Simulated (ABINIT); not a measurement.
# ZnSe (Stilleite) (F-43m) in ABINIT: a series of runs

The runs below take ZnSe (Stilleite) through single point, relaxation of cell and atoms, with PBE, LDA.

Program: ABINIT 10.8.3 (patched build). These are calculated values, not measurements. Logs are shortened: lines on timing, memory, paths and dates and some standing lists are left out, and cuts for length are marked. The log counts tension as positive stress, the text compression.

**The experiment to reproduce.**

From “Alloy Disordering Effects on the Thermal Conductivity and Energy Gap Temperature Dependence of Cd1−xZnxSe Ternary Crystals Grown by the Bridgman Method”, 2023, pmc:10253836, for a bulk crystal of ZnSe at 300 K: band gap 2.695 ± 0.003 eV (an exciton energy, a little under the gap).

The runs below are set against these values where they give the same quantity.

## 1. Starting point

Symmetry: F-43m, No. 216, cubic system. Conventional cell: a = 5.668 Å, b = 5.668 Å, c = 5.668 Å, α = 90.00°, β = 90.00°, γ = 90.00°. Se (site symmetry -43m) is surrounded by 4 Zn at 2.45 Å. Around Zn (site symmetry -43m) lie 4 Se at 2.45 Å.

## 2. Single point, PBE

The input, run.abi:

```
pp_dirpath "./"
pseudos "Se.upf, Zn.upf"

acell 4.0075983931 4.0075983931 4.0075983931 Angstrom
rprim
     0.0000000000     0.7071067812     0.7071067812
     0.7071067812     0.0000000000     0.7071067812
     0.7071067812     0.7071067812     0.0000000000
ntypat 2
znucl 34 30
natom 2
typat 1 2
xred
     0.7500000000     0.7500000000     0.7500000000
     0.0000000000     0.0000000000     0.0000000000

ecut 43.0

kptopt 1
ngkpt 6 6 6
nshiftk 1
shiftk 0.0 0.0 0.0

ixc 11

nband 22
occopt 3
tsmear 0.00183747

nstep 100
tolvrs 1.0e-10

iomode 3
prtwf 0
prteig 0
prtebands 0
enunit 1
prtvol 2
prtden 1
prtvha 1
prtvclmb 1
prtpot 1
prtelf 1
```

Potentials or basis: PseudoDojo NC SR PBE v0.4.1 standard.

The run is started by

```console
$ abinit run.abi > log 2>&1
```

run.abo:

```text
.Version 10.8.3 of ABINIT
 Symmetries : space group F-4 3 m (#216); Bravais cF (face-center cubic)
================================================================================
 Values of the parameters that define the memory need of the present run
     intxc =       0    ionmov =       0      iscf =       7    lmnmax =       6
     lnmax =       6     mgfft =      48  mpssoang =       3    mqgrid =    3001
     natom =       2  nloc_mem =       1    nspden =       1   nspinor =       1
    nsppol =       1      nsym =      24    n1xccc =    2501    ntypat =       2
    occopt =       3   xclevel =       2
       mpw =        4152          nfft =      110592          nkpt =          16
================================================================================
================================================================================

--------------------------------------------------------------------------------
------------- Echo of variables that govern the present computation ------------
--------------------------------------------------------------------------------
 -outvars: echo values of preprocessed input variables --------
            acell      7.5732633856E+00  7.5732633856E+00  7.5732633856E+00 Bohr
              amu      7.89600000E+01  6.53900000E+01
             ecut      4.30000000E+01 Hartree
           enunit           1
              ixc          11
         kptrlatt        6    0    0      0    6    0      0    0    6
          kptrlen      4.54395803E+01
            natom           2
            nband          22
            ngfft          48      48      48
             nkpt          16
            nstep         100
             nsym          24
           ntypat           2
           occopt           3
        prtebands           0
           prteig           0
           prtelf           1
           prtpot           1
         prtvclmb           1
           prtvha           1
           prtvol           2
            prtwf           0
            rprim      0.0000000000E+00  7.0710678120E-01  7.0710678120E-01
                       7.0710678120E-01  0.0000000000E+00  7.0710678120E-01
                       7.0710678120E-01  7.0710678120E-01  0.0000000000E+00
          spgroup         216
           tolvrs      1.00000000E-10
           tsmear      1.83747000E-03 Hartree
            typat      1  2
           xangst      4.2507000001E+00  4.2507000001E+00  4.2507000001E+00
                       0.0000000000E+00  0.0000000000E+00  0.0000000000E+00
            xcart      8.0326588436E+00  8.0326588436E+00  8.0326588436E+00
                       0.0000000000E+00  0.0000000000E+00  0.0000000000E+00
             xred      7.5000000000E-01  7.5000000000E-01  7.5000000000E-01
                       0.0000000000E+00  0.0000000000E+00  0.0000000000E+00
            znucl       34.00000   30.00000

================================================================================

 chkinp: Checking input parameters for consistency.

================================================================================
== DATASET  1 ==================================================================

--- !DatasetInfo
iteration_state: {dtset: 1, }
dimensions: {natom: 2, nkpt: 16, mband: 22, nsppol: 1, nspinor: 1, nspden: 1, mpw: 4152, }
cutoff_energies: {ecut:  43.0, pawecutdg:  -1.0, }
electrons: {nelect:   3.60000000E+01, charge:   0.00000000E+00, occopt:   3.00000000E+00, tsmear:   1.83747000E-03, }
meta: {optdriver: 0, ionmov: 0, optcell: 0, iscf: 7, paral_kgb: 0, }
...

 Exchange-correlation functional for the present dataset will be:
  GGA: Perdew-Burke-Ernzerhof functional - ixc=11
  J.P.Perdew, K.Burke, M.Ernzerhof, PRL 77, 3865 (1996)

[... 119 lines left out ...]
  1.43E-14 4.73E-15 9.51E-15 9.93E-15 1.82E-18 3.09E-18 3.10E-18 1.26E-18
  1.26E-18 5.31E-15 3.48E-14 3.50E-14 8.03E-15 1.02E-14 1.84E-14 7.49E-15
  2.54E-14 2.53E-14 1.48E-14 1.62E-14 1.62E-14 9.66E-15
   0.1667  0.1667  0.0000    1  4.65614E-14 kpt; spin; max resid(k); each band:
[... 32 lines left out ...]
  1.81E-14 5.14E-15 3.79E-15 1.37E-14 3.42E-18 1.90E-18 1.91E-18 1.70E-18
  1.29E-19 6.76E-15 5.68E-14 1.68E-14 1.95E-14 3.56E-15 2.39E-14 4.79E-14
  1.45E-14 1.44E-14 1.80E-14 2.36E-14 1.25E-04 1.44E-14
   0.5000  0.3333  0.1667    1  2.51421E-08 kpt; spin; max resid(k); each band:
  1.66E-14 6.04E-15 7.17E-15 1.23E-14 2.62E-18 2.90E-18 3.04E-18 1.57E-18
  6.66E-19 5.39E-15 4.05E-14 3.39E-14 3.31E-14 1.27E-14 2.22E-14 4.22E-14
  2.35E-14 2.38E-14 1.60E-14 1.45E-14 1.42E-14 2.51E-08
  -0.3333  0.3333  0.1667    1  3.83439E-10 kpt; spin; max resid(k); each band:
  1.74E-14 7.27E-15 7.03E-15 6.02E-15 1.73E-18 4.50E-18 2.12E-18 1.62E-18
  1.27E-18 6.41E-15 3.87E-14 3.01E-14 1.88E-14 1.64E-14 1.84E-14 2.01E-14
  2.67E-14 2.17E-14 1.74E-14 1.41E-14 1.40E-14 3.83E-10
  -0.3333  0.5000  0.1667    1  4.34501E-14 kpt; spin; max resid(k); each band:
  1.76E-14 7.24E-15 7.30E-15 6.60E-15 2.76E-18 3.08E-18 1.97E-18 1.71E-18
  9.97E-19 6.86E-15 4.35E-14 2.62E-14 2.17E-14 1.15E-14 1.54E-14 2.95E-14
  2.82E-14 1.05E-14 1.76E-14 1.79E-14 1.29E-14 2.24E-14
 reduced coordinates (array xred) for    2 atoms
       0.750000000000      0.750000000000      0.750000000000
       0.000000000000      0.000000000000      0.000000000000
 rms dE/dt=  7.6160E-28; max dE/dt=  1.0771E-27; dE/dt below (all hartree)
    1       0.000000000000      0.000000000000     -0.000000000000
    2       0.000000000000      0.000000000000      0.000000000000

 cartesian coordinates (angstrom) at end:
    1      4.25070000013085     4.25070000013085     4.25070000013085
    2      0.00000000000000     0.00000000000000     0.00000000000000

 cartesian forces (hartree/bohr) at end:
    1      0.00000000000000     0.00000000000000    -0.00000000000000
    2     -0.00000000000000    -0.00000000000000     0.00000000000000
 frms,max,avg= 9.6282373E-29 1.5084549E-28   0.000E+00  0.000E+00  0.000E+00 h/b

 cartesian forces (eV/Angstrom) at end:
    1      0.00000000000000     0.00000000000000    -0.00000000000000
    2     -0.00000000000000    -0.00000000000000     0.00000000000000
 frms,max,avg= 4.9510387E-27 7.7567869E-27   0.000E+00  0.000E+00  0.000E+00 e/A
 length scales=  7.573263385587  7.573263385587  7.573263385587 bohr
              =  4.007598393100  4.007598393100  4.007598393100 angstroms
 Fermi (or HOMO) energy (eV) =   4.07747   Average Vxc (eV)=  -9.86168
 Eigenvalues (   eV  ) for nkpt=  16  k points:
 kpt#   1, nband= 22, wtk=  0.00463, kpt=  0.0000  0.0000  0.0000 (reduced coord)
-121.83714  -75.99730  -75.99730  -75.99730  -43.50847  -43.50847  -43.50847  -43.50365
 -43.50365   -9.85385   -3.13546   -3.13546   -3.13546   -2.76715   -2.76715    3.40504
   3.40504    3.40504    4.69318    9.21944    9.21944    9.21944
 kpt#   2, nband= 22, wtk=  0.03704, kpt=  0.1667  0.0000  0.0000 (reduced coord)
-121.83713  -75.99731  -75.99730  -75.99730  -43.50847  -43.50843  -43.50843  -43.50364
 -43.50364   -9.67962   -3.11899   -3.10888   -3.10888   -2.76881   -2.76881    1.50159
   3.15305    3.15305    5.95649    9.28470    9.62174    9.62174
 kpt#   3, nband= 22, wtk=  0.03704, kpt=  0.3333  0.0000  0.0000 (reduced coord)
-121.83713  -75.99735  -75.99731  -75.99731  -43.50846  -43.50835  -43.50835  -43.50361
 -43.50361   -9.28869   -3.06428   -3.06428   -2.96478   -2.76043   -2.76043   -0.64783
   2.72622    2.72622    6.08861    9.89330    9.89330   10.97555
 kpt#   4, nband= 22, wtk=  0.01852, kpt=  0.5000  0.0000  0.0000 (reduced coord)
-121.83713  -75.99737  -75.99731  -75.99731  -43.50845  -43.50831  -43.50831  -43.50360
 -43.50360   -9.06560   -3.04806   -3.04806   -2.74842   -2.74842   -2.60720   -1.81658
   2.53884    2.53884    5.95150    9.79822    9.79822   11.97971
 kpt#   5, nband= 22, wtk=  0.02778, kpt=  0.1667  0.1667  0.0000 (reduced coord)
[... 32 lines left out ...]
-121.83713  -75.99737  -75.99732  -75.99732  -43.50866  -43.50814  -43.50814  -43.50372
 -43.50346   -8.79777   -3.10431   -2.88245   -2.88245   -2.71875   -2.58688   -1.34340
   1.22351    1.22351    6.39640    6.87272   14.13673   14.66070
 kpt#  14, nband= 22, wtk=  0.11111, kpt=  0.5000  0.3333  0.1667 (reduced coord)
-121.83713  -75.99735  -75.99733  -75.99732  -43.50850  -43.50830  -43.50823  -43.50366
 -43.50354   -9.01721   -3.04330   -2.99690   -2.89612   -2.75059   -2.69997   -0.78105
   0.95918    1.88205    8.10392    8.40287    9.89784   12.52888
 kpt#  15, nband= 22, wtk=  0.11111, kpt= -0.3333  0.3333  0.1667 (reduced coord)
-121.83713  -75.99735  -75.99734  -75.99732  -43.50842  -43.50836  -43.50819  -43.50364
 -43.50354   -8.86481   -3.02327   -2.96792   -2.80200   -2.77306   -2.52299   -1.33162
   0.57510    1.53088    8.19118    8.97125   10.54060   12.40026
 kpt#  16, nband= 22, wtk=  0.05556, kpt= -0.3333  0.5000  0.1667 (reduced coord)
-121.83713  -75.99736  -75.99733  -75.99733  -43.50853  -43.50827  -43.50814  -43.50368
 -43.50350   -8.79406   -3.03845   -2.91885   -2.84670   -2.75253   -2.49535   -1.29536
   0.78455    0.85704    7.87892    8.21680   11.67931   12.01484
 Total charge density [el/Bohr^3]
)     Maximum=    4.4158E+00  at reduced coord.    0.9583    0.9792    0.9792
)Next maximum=    4.4158E+00  at reduced coord.    0.0833    0.9792    0.9792
)     Minimum=    4.6979E-04  at reduced coord.    0.7500    0.7500    0.7500
)Next minimum=    1.8422E-03  at reduced coord.    0.2500    0.2500    0.2500
   Integrated=    3.6000E+01

--- !EnergyTerms
iteration_state     : {dtset: 1, }
comment             : Components of total free energy in Hartree
kinetic             :  1.70823265294125E+02
hartree             :  1.24976580599950E+02
xc                  : -4.67006003511524E+01
Ewald energy        : -1.64371564725863E+02
psp_core            :  6.58901094187190E+00
local_psp           : -3.20390942514539E+02
non_local_psp       : -1.01256104200764E+02
internal            : -3.30330354956371E+02
'-kT*entropy'       : -2.13360256822992E-09
total_energy        : -3.30330354958505E+02
total_energy_eV     : -8.98874687754787E+03
band_energy         : -4.32242646394983E+01
...

 Cartesian components of stress tensor (hartree/bohr^3)
  sigma(1 1)= -7.19536398E-05  sigma(3 2)=  0.00000000E+00
  sigma(2 2)= -7.19536398E-05  sigma(3 1)=  0.00000000E+00
  sigma(3 3)= -7.19536398E-05  sigma(2 1)=  0.00000000E+00

-Cartesian components of stress tensor (GPa)         [Pressure=  2.1169E+00 GPa]
- sigma(1 1)= -2.11694917E+00  sigma(3 2)=  0.00000000E+00
- sigma(2 2)= -2.11694917E+00  sigma(3 1)=  0.00000000E+00
- sigma(3 3)= -2.11694917E+00  sigma(2 1)=  0.00000000E+00

== END DATASET(S) ==============================================================
================================================================================

 -outvars: echo values of variables after computation  --------
            acell      7.5732633856E+00  7.5732633856E+00  7.5732633856E+00 Bohr
           etotal     -3.3033035496E+02
            fcart      5.0281829633E-29  5.0281829633E-29 -1.5084548890E-28
                      -5.0281829633E-29 -5.0281829633E-29  1.5084548890E-28
            rprim      0.0000000000E+00  7.0710678120E-01  7.0710678120E-01
                       7.0710678120E-01  0.0000000000E+00  7.0710678120E-01
                       7.0710678120E-01  7.0710678120E-01  0.0000000000E+00
           strten     -7.1953639821E-05 -7.1953639821E-05 -7.1953639821E-05
                       0.0000000000E+00  0.0000000000E+00  0.0000000000E+00
           xangst      4.2507000001E+00  4.2507000001E+00  4.2507000001E+00
                       0.0000000000E+00  0.0000000000E+00  0.0000000000E+00
             xred      7.5000000000E-01  7.5000000000E-01  7.5000000000E-01
                       0.0000000000E+00  0.0000000000E+00  0.0000000000E+00
 Calculation completed.
```

Wall time 72 s (1 thread of Arm Neoverse V1, shared host); peak memory 0.1 GiB.

Results:

* Free energy: -8988.7469 eV
* Pressure: 2.1 GPa
* Band gap on the k mesh: 1.29 eV, direct
* Valence electrons inside the program's atomic spheres: Se 13.26; Zn 18.11

[end of part 1 of 2]
